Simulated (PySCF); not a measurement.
# C4H10O: the cost of one run

The runs use PySCF 2.14.0, with density-fitted response routines of our own; the level of theory stands in each step. All values are computed, except where a source is named. Atoms are numbered from 0 throughout.

### Step 1. Starting geometry

15 atoms, charge 0, multiplicity 1; geometry from: GFN2-xTB. The atoms were then displaced at random by about 0.01 Å, so the start is not that level's minimum.

Bonds of the start (Å): C0–C1 1.56, C1–C2 1.53, C2–C3 1.48, C3–O4 1.41, C0–H5 1.07, C0–H6 1.07, C0–H7 1.11, C1–H8 1.11, C1–H9 1.08, C2–H10 1.09, C2–H11 1.11, C3–H12 1.12, C3–H13 1.09, O4–H14 0.96.

### Step 2. Geometry optimisation at PBE0-D3(BJ)/def2-SVP

The job: settings as JSON, then the geometry in Å.

```
{"job": {"xc": "PBE0", "basis": "def2-SVP", "d3": "d3bj", "grid": 1, "shake": 0.01, "kind": "geom"}, "charge": 0, "multiplicity": 1}
C      2.094750    -0.013200    -0.160450
C      0.635890     0.442090    -0.450560
C     -0.379880    -0.653450    -0.098130
C     -1.769570    -0.271970    -0.436950
O     -2.329980     0.736150     0.375510
H      2.192060    -0.228350     0.885650
H      2.339380    -0.868000    -0.752540
H      2.787880     0.813510    -0.418760
H      0.424950     1.354700     0.149430
H      0.537810     0.692850    -1.498200
H     -0.115100    -1.565180    -0.625590
H     -0.293270    -0.865280     0.986010
H     -2.487070    -1.123460    -0.285410
H     -1.881230     0.020380    -1.486030
H     -1.771960     1.511820     0.303140
```

Launch:

```sh
$ OMP_NUM_THREADS=1 python probes_run.py task.json out
```

One launch serves the whole session: the jobs run in the order shown.

Q: Estimate the wall time and peak memory of this first job on 1 thread of Arm Neoverse V2, shared host.

About 30 s, with a peak of 0.5 GiB.
